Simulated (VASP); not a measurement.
# In (I4/mmm) in VASP: settings compared

One crystal, In, is run at these levels: PBEsol, PBE; tasks: equation of state.

Everything below comes from runs of VASP 6.6.1. Logs are shortened: lines on timing, memory, paths and dates and some standing lists are left out, and cuts for length are marked.

## 1. The structure

Symmetry: I4/mmm, No. 139, tetragonal system. The conventional cell has a = 3.251 Å, b = 3.251 Å, c = 4.947 Å, α = 90.00°, β = 90.00°, γ = 90.00°. Around In (site symmetry 4/mmm) lie 12 In at 3.25 to 3.38 Å.

## 2. Equation of state, PBEsol, 24.57 Å³/atom (volume scaled by 0.94)

Input file INCAR:

```
SYSTEM = In
PREC     = Accurate       ! precision mode
ENCUT    = 520            ! plane-wave cutoff, eV
EDIFF    = 1E-7           ! SCF threshold, eV
ISMEAR   = -1             ! smearing method
SIGMA    = 0.05           ! smearing width, eV
LREAL    = .False.        ! projectors in reciprocal space
LASPH    = .True.         ! aspherical terms in the spheres
NELM     = 60             ! most SCF steps
ALGO     = Normal         ! electronic algorithm
ISIF     = 2              ! what is computed and relaxed
LWAVE    = .False.        ! write WAVECAR
LCHARG   = .False.        ! write CHGCAR
GGA      = PS             ! functional
NBANDS   = 12             ! bands
```

Input file KPOINTS:

```
Automatic mesh
0
Gamma
  11 11 11
  0 0 0
```

Input file POSCAR:

```
In
1.0
   -1.5922878321      1.5922878321      2.4232021571
    1.5922878321     -1.5922878321      2.4232021571
    1.5922878321      1.5922878321     -2.4232021571
In
1
Direct
    0.0000000000      0.0000000000      0.0000000000
```

Potentials or basis: VASP PAW PBE potentials, release 64 (In_d).

Started as:

```
$ cat potpaw_PBE.64/In_d/POTCAR > POTCAR
$ mpirun -np 1 vasp_std > vasp.out
```

OUTCAR:

```text
SYSTEM = In
   PREC = Accurate
   ENCUT = 520
   EDIFF = 1E-7
   ISMEAR = -1
   LREAL = .False.
   LASPH = .True.
   NELM = 60
   ISIF = 2
   GGA = PS

 Found    126 irreducible k-points:

 Following reciprocal coordinates:
            Coordinates               Weight
  0.000000  0.000000  0.000000      1.000000
  0.090909  0.000000 -0.000000      8.000000
  0.181818  0.000000 -0.000000      8.000000
  0.272727  0.000000 -0.000000      8.000000
  0.363636  0.000000 -0.000000      8.000000
  0.454545  0.000000 -0.000000      8.000000
   k-points           NKPTS =    126   k-points in BZ     NKDIM =    126   number of bands    NBANDS=     12
   number of dos      NEDOS =    301   number of ions     NIONS =      1
   total plane-waves  NPLWV =  21952
   dimension x,y,z NGX =    28 NGY =   28 NGZ =   28
   dimension x,y,z NGXF=    56 NGYF=   56 NGZF=   56
   ions per type =               1
   NGX,Y,Z   is equivalent  to a cutoff of  14.07, 14.07, 14.07 a.u.
   NGXF,Y,Z  is equivalent  to a cutoff of  28.14, 28.14, 28.14 a.u.
 SYSTEM =  In
   PREC   = accura    normal or accurate (medium, high low for compatibility)
   ISTART =      0    job   : 0-new  1-cont  2-samecut
   ICHARG =      2    charge: 1-file 2-atom 10-const
   ISPIN  =      1    spin polarized calculation?
   LNONCOLLINEAR =      F non collinear calculations
   LSORBIT =      F    spin-orbit coupling
   LASPH  =      T    aspherical Exc in radial PAW
   ENCUT  =  520.0 eV  38.22 Ry    6.18 a.u.   6.15  6.15  6.15*2*pi/ulx,y,z
   NELM   =     60;   NELMIN=  2; NELMDL= -5     # of ELM steps
   EDIFF  = 0.1E-06   stopping-criterion for ELM
   LREAL  =      F    real-space projection
   EDIFFG = 0.1E-05   stopping-criterion for IOM
   NSW    =      0    number of steps for IOM
   IBRION =     -1    ionic relax: 0-MD 1-quasi-New 2-CG
   NFREE  =      0    steps in history (QN), initial steepest desc. (CG)
   ISIF   =      2    stress and relaxation
   ISYM   =      2    0-nonsym 1-usesym 2-fastsym
   POTIM  = 0.5000    time-step for ionic-motion
   TEBEG  =    0.0;   TEEND  =   0.0 temperature during run
   PSTRESS=    0.0 pullay stress
   NELECT =      13.0000    total number of electrons
   NUPDOWN=      -1.0000    fix difference up-down
   EMIN   =  10.00;   EMAX   =-10.00  energy-range for DOS
   EFERMI =   0.00;   METHOD = LEGACY
   ISMEAR =    -1;   SIGMA  =   0.05  broadening in eV -4-tet -1-fermi 0-gaus
   EFERMI_NEDOS =   21; number of points for ismear=-14 and -15
   IALGO  =     38    algorithm
   IMIX   =      4    mixing-type and parameters
     AMIX     =   0.40;   BMIX     =  1.00
     AMIX_MAG =   1.60;   BMIX_MAG =  1.00
  volume/ion in A,a.u.               =      24.57       165.84
  Fermi-wavevector in a.u.,A,eV,Ry     =   1.324011  2.502019 23.851093  1.753006
  Thomas-Fermi vector in A             =   2.453577
   LORBIT       =      0    0 simple, 1 ext, 2 COOP (PROOUT), +10 PAW based schemes
   GGA     = PS    functional components
   LHFCALC =     F    Hartree Fock is set to
   AEXX    =    0.0000 exact exchange contribution
   IVDW    =     0    specifies the selected vdW correction
   LEPSILON=     F    determine dielectric tensor
   LRPA    =     F    only Hartree local field effects (RPA)
 non-spin polarized calculation
  energy-cutoff  :      520.00
  volume of cell :       24.57
 maximum number of plane-waves:       677
 NGX is ok and might be reduce to    28
   NGX = 13   NGY = 13   NGZ = 13

 number of electron      12.9999996 magnetization

 Free energy of the ion-electron system (eV)
  ---------------------------------------------------
  ext. energy  EPLUGINS =         0.00000000
  ---------------------------------------------------
  free energy    TOTEN  =        -2.97781113 eV

  energy without entropy =       -2.97440303  energy(sigma->0) =       -2.97610708

 E-fermi :   8.1235     XC(G=0): -10.7067

 val. band max:        8.0490428471   @ k =  -0.3636  -0.4545   0.3636
 cond. band min:       8.1473909582   @ k =  -0.4545  -0.4545   0.1818
 fundamental gap:      0.0983481110
 Fermi energy:         8.1235130230

 k-point     1 :       0.0000    0.0000    0.0000
  band No.  band energies     occupation
      1      -6.6142      2.00000
      2      -6.4889      2.00000
      3      -6.4889      2.00000
      4      -6.3898      2.00000
      5      -6.2677      2.00000
      6      -1.9250      2.00000
      7      19.1713      0.00000
      8      19.1713      0.00000
      9      19.3689      0.00000
     10      19.8004      0.00000
     11      22.6091      0.00000
     12      22.6988      0.00000

 k-point     2 :       0.0909    0.0000   -0.0000
  band No.  band energies     occupation
      1      -6.5997      2.00000
      2      -6.4905      2.00000
      3      -6.4738      2.00000
      4      -6.3863      2.00000
      5      -6.2739      2.00000
      6      -1.7344      2.00000
      7      17.0407      0.00000
      8      18.8351      0.00000
      9      18.9410      0.00000
     10      19.7070      0.00000
     11      22.8826      0.00000
     12      23.2005      0.00000

 k-point     3 :       0.1818    0.0000   -0.0000
  band No.  band energies     occupation
      1      -6.5784      2.00000
      2      -6.5029      2.00000
      3      -6.4428      2.00000
      4      -6.3544      2.00000
      5      -6.2800      2.00000
      6      -1.1542      2.00000
      7      13.7710      0.00000
      8      17.9354      0.00000
      9      18.4978      0.00000
     10      19.6930      0.00000
     11      21.7299      0.00000
     12      24.1472      0.00000

 k-point     4 :       0.2727    0.0000   -0.0000
  band No.  band energies     occupation
      1      -6.5820      2.00000
      2      -6.5305      2.00000
      3      -6.4344      2.00000
      4      -6.2751      2.00000
      5      -6.2548      2.00000
      6      -0.1710      2.00000
      7      10.6332      0.00000
      8      17.0605      0.00000
      9      18.1055      0.00000
     10      19.6161      0.00000
     11      20.8370      0.00000
     12      23.4104      0.00000

 k-point     5 :       0.3636    0.0000   -0.0000
  band No.  band energies     occupation
      1      -6.6051      2.00000
      2      -6.5569      2.00000
      3      -6.4525      2.00000
      4      -6.2046      2.00000
      5      -6.1849      2.00000
      6       1.2177      2.00000
      7       7.7727      1.99821
      8      16.3858      0.00000
      9      17.8449      0.00000
     10      19.4724      0.00000
     11      20.2774      0.00000
     12      22.3912      0.00000

 k-point     6 :       0.4545    0.0000   -0.0000
  band No.  band energies     occupation
      1      -6.6250      2.00000
      2      -6.5713      2.00000
      3      -6.4686      2.00000
      4      -6.1689      2.00000
      5      -6.1276      2.00000
      6       2.9807      2.00000
      7       5.2660      2.00000
      8      16.0192      0.00000
      9      17.7209      0.00000
     10      19.3587      0.00000
     11      20.0068      0.00000
     12      21.8555      0.00000

 [... further k-points ...]

------------------------ aborting loop because EDIFF is reached ----------------------------------------

  FORCE on cell =-STRESS in cart. coord.  units (eV):
  Direction    XX          YY          ZZ          XY          YZ          ZX
  --------------------------------------------------------------------------------------
  -------------------------------------------------------------------------------------
  Total        0.3338236      0.3338236      0.2131385      0.0000000      0.0000000      0.0000000
  in kB       21.7638037     21.7638037     13.8956744      0.0000000      0.0000000      0.0000000
  external PRESSURE =      19.1410939 kB  Pullay stress =       0.0000000 kB

 VOLUME and BASIS-vectors are now :
 -----------------------------------------------------------------------------
  energy-cutoff  :      520.00
  volume of cell :       24.57
      direct lattice vectors                 reciprocal lattice vectors
    -1.592287832  1.592287832  2.423202157     0.000000000  0.314013578  0.206338542
     1.592287832 -1.592287832  2.423202157     0.314013578  0.000000000  0.206338542
     1.592287832  1.592287832 -2.423202157     0.314013578  0.314013578  0.000000000

 POSITION                                       TOTAL-FORCE (eV/Angst)
 -----------------------------------------------------------------------------------
      0.00000      0.00000      0.00000         0.000000      0.000000     -0.000000
 -----------------------------------------------------------------------------------
    total drift:                               -0.000000     -0.000000     -0.000000

  FREE ENERGIE OF THE ION-ELECTRON SYSTEM (eV)
  ---------------------------------------------------
  free  energy   TOTEN  =        -2.9778111306 eV

  energy  without entropy=       -2.9744030284  energy(sigma->0) =       -2.97610708
```

Run time: 41 s. Hardware: 1 thread of Intel Xeon Platinum 8259CL at 2.50GHz (Skylake/Cascade Lake), shared host; peak memory 0.17 GiB.

What came out:

```
Free energy            : -2.9778 eV
Pressure               : 1.9 GPa
Band gap on the k mesh : none (metal or under the smearing width)
```

Caveat: the PAW data sets were made with another functional, which shifts forces and pressure a little.

## 3. Equation of state, PBEsol, 25.10 Å³/atom (volume scaled by 0.96)

INCAR is that of step 2.

KPOINTS is that of step 2.

Input file POSCAR:

```
In
1.0
   -1.6035014962      1.6035014962      2.4402675233
    1.6035014962     -1.6035014962      2.4402675233
    1.6035014962      1.6035014962     -2.4402675233
In
1
Direct
    0.0000000000      0.0000000000      0.0000000000
```

Potentials or basis: VASP PAW PBE potentials, release 64 (In_d).

Started as:

```
$ cat potpaw_PBE.64/In_d/POTCAR > POTCAR
$ mpirun -np 1 vasp_std > vasp.out
```

Run time: 42 s. Hardware: 1 thread of Intel Xeon Platinum 8259CL at 2.50GHz (Skylake/Cascade Lake), shared host; peak memory 0.18 GiB.

It converged, with:

```
Free energy            : -2.9826 eV
Pressure               : 0.8 GPa
Band gap on the k mesh : none (metal or under the smearing width)
```

Caveat: the PAW data sets were made with another functional, which shifts forces and pressure a little.

[end of part 1 of 2]
